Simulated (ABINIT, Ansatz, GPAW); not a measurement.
**Na2S: the functional in 3 programs**

```
S Na
1.0
     0.00000    3.27350    3.27350
     3.27350    0.00000    3.27350
     3.27350    3.27350    0.00000
S Na
1 2
Direct
  0.00000 0.00000 0.00000
  0.75000 0.75000 0.75000
  0.25000 0.25000 0.25000
```

Kept alike: task band structure; k mesh 7 × 7 × 7; occupations fermi-dirac, width 0.05 eV; no spin polarisation. The mesh is that of the run's cell of 3 atoms. No spin-orbit coupling.

- A: ABINIT; JTH PAW LDA v2.0 (LDA); JTH PAW PBE v2.0 (PBE); PseudoDojo NC SR PBEsol v0.4.1 standard (PBEsol), cutoff 1088 to 1197 eV
- B: GPAW; the program's PAW data sets (release 1.2.1) made for this functional (LDA); GPAW PAW data sets (gpaw-data 1.2.1) (PBE); PAW data sets generated for this functional (PBEsol), cutoff 800 eV
- C: Ansatz, all-electron LAPW, scalar-relativistic

| functional | A: pressure (GPa) | B: pressure (GPa) | C: pressure (GPa) |
| --- | --- | --- | --- |
| LDA | -2.00 | -2.07 | -2.15 |
| PBE | 0.45 | 0.25 | 0.30 |
| PBEsol | -0.56 | -0.52 | -0.58 |

Pressure is positive in compression; plane-wave values hold the error of the finite cutoff.

Problem. How large is the effect of the functional, and do the programs agree on it?

Solution. From LDA to PBE the pressure moves by +2.45 in A, +2.32 in B, +2.45 in C (GPa). Row by row the programs differ by 0.06 to 0.20, and over this span the shifts, as printed, agree within about 5 %. Shifts from LDA: PBE +2.45, +2.32, +2.45; PBEsol +1.44, +1.55, +1.57; the programs' shifts differ by up to 0.13.
